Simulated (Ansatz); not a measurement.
A relaxation computed with Ansatz, from input to last step.

```yaml
crystal:
  lattice:
    - [4.5818077882, 0.0, 0.072609918]
    - [0.0, 2.8383342581, 0.0]
    - [-0.0721984834, 0.0, 4.5843153238]
  atoms:
    - { symbol: V, position: [0.0, 0.0, 0.0], spin: 0.92 }
    - { symbol: V, position: [0.5, 0.5, 0.5], spin: 0.92 }
    - { symbol: O, position: [0.7998225167, 0.5, 0.1998137912] }
    - { symbol: O, position: [0.2001774833, 0.5, 0.8001862088] }
    - { symbol: O, position: [0.7001915453, 0.0, 0.6998119825] }
    - { symbol: O, position: [0.2998084547, 0.0, 0.3001880175] }
basis:
  ecutwfc: 420
kpoints:
  mp_grid: { grid: [8, 12, 8] }
hamiltonian:
  xc: pbesol
scf:
  occupations: { method: gaussian, width: 0.1 }
output:
  forces: true
  stress: true
  eigenvalues: true
  populations: true
magnetization:
  spin_polarized: true
relax:
  adjacent_minimum: "off"
  f_tol: 0.005
  max_steps: 50
  cell: { stress_tol: 0.05 }
```

```bash
ansatz run input.yaml --threads 2 --pin off --max-ram 5120MiB --backend cpu --events-out ev --progress --plain --runs-dir out
```

Computed with DFT PBEsol, scalar-relativistic, plane waves, PAW (Ansatz).

Of 8 frames 7 are shown, positions in Å and forces in eV/Å; the SCF threshold varies from step to step. Steps run on the plane waves of an earlier cell, with a Pulay correction in the pressure. The basis is chosen afresh for the last frame, the zero of the energies, and at times for earlier ones too; energy and pressure step there, also at an unchanged geometry.

```xyz
6
Lattice="4.5818 0.0000 0.0726 0.0000 2.8383 0.0000 -0.0722 0.0000 4.5843" Properties=species:S:1:pos:R:3:forces:R:3 pbc="T T T" step=1 free_energy_over_end_meV_per_atom=8.38 pressure_GPa=-7.98
V     0.0000    0.0000    0.0000    0.0000    0.0000    0.0000
V     2.2548    1.4192    2.3285    0.0000    0.0000    0.0000
O     3.6502    1.4192    0.9741    0.0443    0.0000   -0.0419
O     0.8594    1.4192    3.6828   -0.0443    0.0000    0.0419
O     3.1576    0.0000    3.2590   -0.0442    0.0000   -0.0438
O     1.3520    0.0000    1.3979    0.0442    0.0000    0.0438
6
Lattice="4.5532 0.0000 0.0720 0.0000 2.8152 0.0000 -0.0719 0.0000 4.5548" Properties=species:S:1:pos:R:3:forces:R:3 pbc="T T T" step=2 free_energy_over_end_meV_per_atom=0.19 pressure_GPa=-2.86
V     0.0000    0.0000    0.0000    0.0000    0.0000    0.0000
V     2.2407    1.4076    2.3134    0.0000    0.0000    0.0000
O     3.6256    1.4076    0.9696   -0.0060    0.0000    0.0071
O     0.8557    1.4076    3.6572    0.0060    0.0000   -0.0071
O     3.1395    0.0000    3.2398    0.0055    0.0000    0.0070
O     1.3419    0.0000    1.3870   -0.0055    0.0000   -0.0070
6
Lattice="4.5367 0.0000 0.0717 0.0000 2.8025 0.0000 -0.0717 0.0000 4.5379" Properties=species:S:1:pos:R:3:forces:R:3 pbc="T T T" step=3 free_energy_over_end_meV_per_atom=-1.48 pressure_GPa=0.16
V     0.0000    0.0000    0.0000    0.0000    0.0000    0.0000
V     2.2325    1.4012    2.3048    0.0000    0.0000    0.0000
O     3.6107    1.4012    0.9679   -0.0190    0.0000    0.0192
O     0.8543    1.4012    3.6416    0.0190    0.0000   -0.0192
O     3.1297    0.0000    3.2299    0.0186    0.0000    0.0200
O     1.3353    0.0000    1.3797   -0.0186    0.0000   -0.0200
6
Lattice="4.5372 0.0000 0.0717 0.0000 2.8030 0.0000 -0.0717 0.0000 4.5383" Properties=species:S:1:pos:R:3:forces:R:3 pbc="T T T" step=4 free_energy_over_end_meV_per_atom=-1.47 pressure_GPa=0.03
V     0.0000    0.0000    0.0000    0.0000    0.0000    0.0000
V     2.2327    1.4015    2.3050    0.0000    0.0000    0.0000
O     3.6107    1.4015    0.9685   -0.0099    0.0000    0.0102
O     0.8548    1.4015    3.6414    0.0099    0.0000   -0.0102
O     3.1304    0.0000    3.2306    0.0095    0.0000    0.0105
O     1.3351    0.0000    1.3793   -0.0095    0.0000   -0.0105
6
Lattice="4.5370 0.0000 0.0717 0.0000 2.8034 0.0000 -0.0717 0.0000 4.5374" Properties=species:S:1:pos:R:3:forces:R:3 pbc="T T T" step=5 free_energy_over_end_meV_per_atom=-1.48 pressure_GPa=0.00
V     0.0000    0.0000    0.0000    0.0000    0.0000    0.0000
V     2.2327    1.4017    2.3045    0.0000    0.0000    0.0000
O     3.6105    1.4017    0.9693   -0.0002    0.0000    0.0002
O     0.8549    1.4017    3.6398    0.0002    0.0000   -0.0002
O     3.1304    0.0000    3.2309    0.0001    0.0000    0.0002
O     1.3350    0.0000    1.3781   -0.0001    0.0000   -0.0002
6
Lattice="4.5370 0.0000 0.0717 0.0000 2.8034 0.0000 -0.0717 0.0000 4.5374" Properties=species:S:1:pos:R:3:forces:R:3 pbc="T T T" step=6 free_energy_over_end_meV_per_atom=0.01 pressure_GPa=-0.29
V     0.0000    0.0000    0.0000    0.0000    0.0000    0.0000
V     2.2327    1.4017    2.3045    0.0000    0.0000    0.0000
O     3.6105    1.4017    0.9693   -0.0001    0.0000    0.0001
O     0.8549    1.4017    3.6398    0.0001    0.0000   -0.0001
O     3.1304    0.0000    3.2309    0.0001    0.0000    0.0001
O     1.3350    0.0000    1.3781   -0.0001    0.0000   -0.0001
6
Lattice="4.5356 0.0000 0.0717 0.0000 2.8023 0.0000 -0.0717 0.0000 4.5357" Properties=species:S:1:pos:R:3:forces:R:3 pbc="T T T" step=8 free_energy_over_end_meV_per_atom=0.00 pressure_GPa=-0.01
V     0.0000    0.0000    0.0000    0.0000    0.0000    0.0000
V     2.2320    1.4011    2.3037    0.0000    0.0000    0.0000
O     3.6091    1.4011    0.9692    0.0000    0.0000    0.0000
O     0.8548    1.4011    3.6381    0.0000    0.0000    0.0000
O     3.1296    0.0000    3.2300    0.0000    0.0000    0.0001
O     1.3343    0.0000    1.3773    0.0000    0.0000   -0.0001
```

The run took 4.3 min on 2 threads of Arm Neoverse V1, on a shared host, peak memory 0.86 GiB.

Moments started parallel, and an antiferromagnetic order may lie lower.